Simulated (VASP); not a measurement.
# ZnSe (Stilleite) (F-43m) in VASP: notebook, part 4 of 4

VASP 6.6.1. Earlier steps stand in the parts before.

**5. Dielectric tensor, LDA**

This run uses another cell than the first one, of 21.68 Å³/atom, 0.966 times its volume.

The input, INCAR:

```
PREC = Accurate
ENCUT = 600
EDIFF = 1E-8
ISMEAR = 0
SIGMA = 0.03
LREAL = F
LASPH = T
NELM = 80
ALGO = Normal
ISIF = 2
LWAVE = F
LCHARG = F
GGA = CA
LEPSILON = T
```

The input, KPOINTS:

```
Automatic mesh
0
Monkhorst-Pack
  14 14 14
```

The input, POSCAR:

```
ZnSe                                    
1.0
    0.0000000000      2.7882745086      2.7882745086
    2.7882745086      0.0000000000      2.7882745086
    2.7882745086      2.7882745086      0.0000000000
  Zn              Se            
     1     1
Direct
     0.0000000000000000    0.0000000000000000    0.0000000000000000
     0.2500000000000000    0.2500000000000000    0.2500000000000000
```

Potentials or basis: VASP PAW LDA potentials, release 64 (Zn, Se).

The run is started by

```
$ cat potpaw_LDA.64/Zn/POTCAR potpaw_LDA.64/Se/POTCAR > POTCAR
$ mpirun -np 1 vasp_std > vasp.out
```

OUTCAR:

```text
PREC = Accurate
   ENCUT = 600
   EDIFF = 1E-8
   ISMEAR = 0
   LREAL = F
   LASPH = T
   NELM = 80
   ISIF = 2
   GGA = CA
   LEPSILON = T

 ion  position               nearest neighbor table
   1  0.000  0.000  0.000-   2 2.41   2 2.41   2 2.41   2 2.41
   2  0.250  0.250  0.250-   1 2.41   1 2.41   1 2.41   1 2.41

  LATTYP: Found a face centered cubic cell.
 ALAT       =     5.5765490172

  Lattice vectors:

 A1 = (   0.0000000000,   2.7882745086,   2.7882745086)
 A2 = (   2.7882745086,   0.0000000000,   2.7882745086)
 A3 = (   2.7882745086,   2.7882745086,   0.0000000000)

Analysis of symmetry for initial positions (statically):
=====================================================================
 Subroutine PRICEL returns:
[... 631 lines left out ...]
     0.00000  0.00000 -0.00062

 MACROSCOPIC STATIC DIELECTRIC TENSOR (including local field effects in DFT)
 ------------------------------------------------------
           7.432245    -0.000000    -0.000000
          -0.000000     7.432245    -0.000000
           0.000000    -0.000000     7.432245
 ------------------------------------------------------

 PIEZOELECTRIC TENSOR (including local field effects)  for field in x, y, z        (e  Angst)
          XX          YY          ZZ          XY          YZ          ZX
  --------------------------------------------------------------------------------
  x    -0.00000     0.00000     0.00000     0.00000    -1.85022     0.00000
  y     0.00000     0.00000    -0.00000     0.00000     0.00000    -1.85022
  z    -0.00000     0.00000    -0.00000    -1.85022     0.00000     0.00000

 PIEZOELECTRIC TENSOR (including local field effects)  for field in x, y, z        (C/m^2)
          XX          YY          ZZ          XY          YZ          ZX
  --------------------------------------------------------------------------------
  x    -0.00000     0.00000     0.00000     0.00000    -0.68375     0.00000
  y     0.00000     0.00000    -0.00000     0.00000     0.00000    -0.68375
  z    -0.00000     0.00000    -0.00000    -0.68375     0.00000     0.00000

 BORN EFFECTIVE CHARGES (including local field effects) (in |e|, cummulative output)
 ---------------------------------------------------------------------------------
 ion    1
    1     1.97385    -0.00000    -0.00000
    2     0.00000     1.97385     0.00000
    3     0.00000     0.00000     1.97385
 ion    2
    1    -1.97385     0.00000     0.00000
    2    -0.00000    -1.97385    -0.00000
    3    -0.00000    -0.00000    -1.97385
```

stdout:

```text
POSCAR found type information on POSCAR ZnSe
 POSCAR found :  2 types and       2 ions
 scaLAPACK will be used
 LDA part: xc-table for (Slater(with rela. corr.)+CA(PZ))
 , standard interpolation
 -----------------------------------------------------------------------------
[... 38 lines left out ...]
 dielectric tensor                  component  3 :     0.055    -1.750     6.059
 Linear response to external field, progress :
  Direction:   1
 dielectric tensor                  component  1 :     7.432     0.315    -0.000
 Linear response to external field, progress :
  Direction:   2
 dielectric tensor                  component  2 :    -0.000     7.432    -0.355
 Linear response to external field, progress :
  Direction:   3
 dielectric tensor                  component  3 :     0.498    -0.019     7.432
 Born effective charges drift removed
```

It took 55 min on 1 thread of Intel Xeon Platinum 8259CL at 2.50GHz (Skylake/Cascade Lake), shared host; peak memory 2.2 GiB.

What came out:

```
Electronic dielectric tensor (diagonal) : 7.43
Born charges (mean of the diagonal)     : Zn +1.97; Se -1.97 e
```

Electronic dielectric tensor:
```
7.43 0.00 0.00
0.00 7.43 0.00
0.00 0.00 7.43
```

Born effective charge tensors (e):
atom 1, Zn
```
1.97 0.00 0.00
0.00 1.97 0.00
0.00 0.00 1.97
```
atom 2, Se
```
-1.97  0.00  0.00
 0.00 -1.97  0.00
 0.00  0.00 -1.97
```

**6. Phonons, LDA**

This run uses another cell than the first one, of 21.68 Å³/atom, 0.966 times its volume.

POSCAR: that of step 5 with these lines changed.

```diff
@@ -1,2 +1,2 @@
-ZnSe                                    
+ZnSe
 1.0
@@ -5,3 +5,3 @@
     2.7882745086      2.7882745086      0.0000000000
-  Zn              Se            
+  Zn              Se
      1     1
```

The input, INCAR.step1:

```
SYSTEM = ZnSe
PREC     = Accurate       ! precision mode
ENCUT    = 600            ! plane-wave cutoff, eV
EDIFF    = 1E-8           ! SCF threshold, eV
ISMEAR   = 0              ! smearing method
SIGMA    = 0.03           ! smearing width, eV
LREAL    = .FALSE.        ! projectors in reciprocal space
LASPH    = .TRUE.         ! aspherical terms in the spheres
NELM     = 80             ! most SCF steps
ALGO     = Fast           ! electronic algorithm
ISIF     = 3              ! what is computed and relaxed
LWAVE    = .FALSE.        ! write WAVECAR
LCHARG   = .FALSE.        ! write CHGCAR
IBRION   = 2              ! ionic algorithm
NSW      = 40             ! ionic steps
EDIFFG   = -0.002         ! ionic threshold
```

The input, INCAR.step2:

```
SYSTEM = ZnSe
PREC     = Accurate       ! precision mode
ENCUT    = 600            ! plane-wave cutoff, eV
EDIFF    = 1E-8           ! SCF threshold, eV
ISMEAR   = 0              ! smearing method
SIGMA    = 0.03           ! smearing width, eV
LREAL    = .FALSE.        ! projectors in reciprocal space
LASPH    = .TRUE.         ! aspherical terms in the spheres
NELM     = 80             ! most SCF steps
ALGO     = Fast           ! electronic algorithm
ISIF     = 2              ! what is computed and relaxed
LWAVE    = .FALSE.        ! write WAVECAR
LCHARG   = .FALSE.        ! write CHGCAR
IBRION   = 6              ! ionic algorithm
NFREE    = 2            
POTIM    = 0.015          ! step
NSW      = 1              ! ionic steps
```

The input, KPOINTS:

```
Automatic mesh
0
G
  8 8 8
  0 0 0
```

Potentials or basis: VASP PAW LDA potentials, release 64 (Zn, Se).

The run is started by

```
$ cat potpaw_LDA.64/Zn/POTCAR potpaw_LDA.64/Se/POTCAR > POTCAR
$ cp INCAR.step1 INCAR
$ mpirun -np 1 vasp_std > vasp.out
$ cp CONTCAR POSCAR
$ cp INCAR.step2 INCAR
$ mpirun -np 1 vasp_std > vasp.out
```

OUTCAR:

```text
SYSTEM = ZnSe
   PREC = Accurate
   ENCUT = 600
   EDIFF = 1E-8
   ISMEAR = 0
   LREAL = .FALSE.
   LASPH = .TRUE.
   NELM = 80
   ISIF = 2
   IBRION = 6
   NFREE = 2
   POTIM = 0.015
   NSW = 1

 ion  position               nearest neighbor table
   1  0.000  0.000  0.000-   2 2.41   2 2.41   2 2.41   2 2.41
[... 774 lines left out ...]
  x     0.00000     0.00000     0.00000     0.00000     6.33769     0.00000
  y     0.00000     0.00000     0.00000     0.00000     0.00000     6.33769
  z     0.00000     0.00000     0.00000     6.33769     0.00000     0.00000

 INTERNAL STRAIN TENSOR FOR ION    2 for displacements in x,y,z  (eV/Angst):
          X           Y           Z          XY          YZ          ZX
  --------------------------------------------------------------------------------
  x    -0.00000     0.00000     0.00000     0.00000    -6.33853     0.00000
  y     0.00000    -0.00000     0.00000     0.00000     0.00000    -6.33853
  z     0.00000     0.00000    -0.00000    -6.33853     0.00000     0.00000

 Eigenvectors and eigenvalues of the dynamical matrix
 ----------------------------------------------------

   1 f  =    6.539112 THz    41.086454 2PiTHz  218.121306 cm-1    27.043583 meV
             X         Y         Z           dx          dy          dz
      0.000000  0.000000  0.000000     0.000000    0.739014    0.000000
      1.393998  1.393998  1.393998     0.000000   -0.673690    0.000000
[... 21 lines left out ...]
   6 f/i=    0.005658 THz     0.035552 2PiTHz    0.188741 cm-1     0.023401 meV
             X         Y         Z           dx          dy          dz
      0.000000  0.000000  0.000000     0.000000    0.000000   -0.673690
      1.393998  1.393998  1.393998     0.000000    0.000000   -0.739014

 ELASTIC MODULI CONTR FROM IONIC RELAXATION (kBar)
 Direction    XX          YY          ZZ          XY          YZ          ZX
 --------------------------------------------------------------------------------
 XX          -0.0000      0.0000      0.0000      0.0000     -0.0000      0.0000
 YY           0.0000     -0.0000     -0.0000      0.0000      0.0000     -0.0000
 ZZ           0.0000     -0.0000     -0.0000     -0.0000      0.0000     -0.0000
 XY           0.0000      0.0000     -0.0000   -237.2550      0.0000      0.0000
 YZ          -0.0000      0.0000      0.0000      0.0000   -237.2550      0.0000
 ZX           0.0000     -0.0000     -0.0000      0.0000      0.0000   -237.2550
 --------------------------------------------------------------------------------
```

Wall time 64 s (1 thread of Intel Xeon 6975P-C (Granite Rapids), shared host); peak memory 0.25 GiB.

What came out:

| Property | Result |
| --- | --- |
| Highest phonon frequency at Γ, LO-TO splitting left out | 218 cm⁻¹ |

Phonon frequencies in cm⁻¹ (negative: imaginary):
```csv
q point,frequencies
"(0.000, 0.000, 0.000)",0 0 0 218 218 218
```

**7. Comparison with measurements**

Step 3. Measured high-frequency dielectric constant of ZnSe: 5.9 (a printed reference work, textbook). This calculation gives 7.34 (+24.5 %).

Step 5. A measured high-frequency dielectric constant of ZnSe is 5.9 (a printed reference work, textbook); the calculated 7.43 misses it by +26.0 %.
